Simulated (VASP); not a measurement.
Crystal: CdF2.

```
Cd F
1.0
     0.00000    2.69400    2.69400
     2.69400    0.00000    2.69400
     2.69400    2.69400    0.00000
Cd F
1 2
Direct
  0.00000 0.00000 0.00000
  0.25000 0.25000 0.25000
  0.75000 0.75000 0.75000
```

- Program: VASP 6.6.1
- Task: relaxation of cell and atoms
- Functional: PBE
- Potentials or basis: VASP PAW PBE potentials, release 64 (Cd, F)
- Cutoff: 600 eV
- k mesh: 10 × 10 × 10
- Occupations: gaussian, width 0.03 eV
- Spin: no spin polarisation

At the start: pressure 6.0 GPa; volume 13.03 Å³/atom.

Task: Where does the relaxation end?

Result: Over 3 steps the energy falls by 13.4 meV/atom and the volume is 13.78 Å³/atom (+5.8 %); space group Fm-3m (No. 225, to 0.05 Å).

The path:
```
step  energy change (eV)  largest force (eV/Å)  pressure (GPa)  volume (Å³)
   1              0.0000                0.0000            6.03        39.10
   2             -0.0378                0.0000           -1.27        41.95
   3             -0.0401                0.0000            0.02        41.35
```

Final structure:
```
Cd F
1.0
     0.00000    2.74473    2.74473
     2.74473    0.00000    2.74473
     2.74473    2.74473    0.00000
Cd F
1 2
Direct
  0.00000 0.00000 0.00000
  0.25000 0.25000 0.25000
  0.75000 0.75000 0.75000
```
